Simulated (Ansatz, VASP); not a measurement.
## Two plane-wave programs on Sb

```
Sb
1.0
     3.03879    0.00000    0.00000
     0.00000    3.03879    0.00000
     0.00000    0.00000    3.03879
Sb
1
Cartesian
  0.0000 0.0000 0.0000
```

Alike in both runs: functional LDA; k mesh 10 × 10 × 10; occupations fermi-dirac, width 0.08 eV; no spin polarisation.

Ansatz relaxed the structure, and its values are those at the end. VASP's run is a single point on that final structure, the one shown.

```csv
,VASP,Ansatz
version,VASP 6.6.1,Ansatz 0.2.0
potentials or method,"VASP PAW LDA potentials, release 64 (Sb)","PAW with Ansatz's default frozen-core files, scalar-relativistic"
plane-wave cutoff (eV),520,420
valence electrons in the cell,5,15
```

```csv
,VASP,Ansatz,Ansatz less VASP
pressure (GPa),0.2,0.0,-0.26
```

The two sets of potentials don't hold the same shells in valence.

The runs have no spin-orbit coupling, so splittings on Sb are missing.
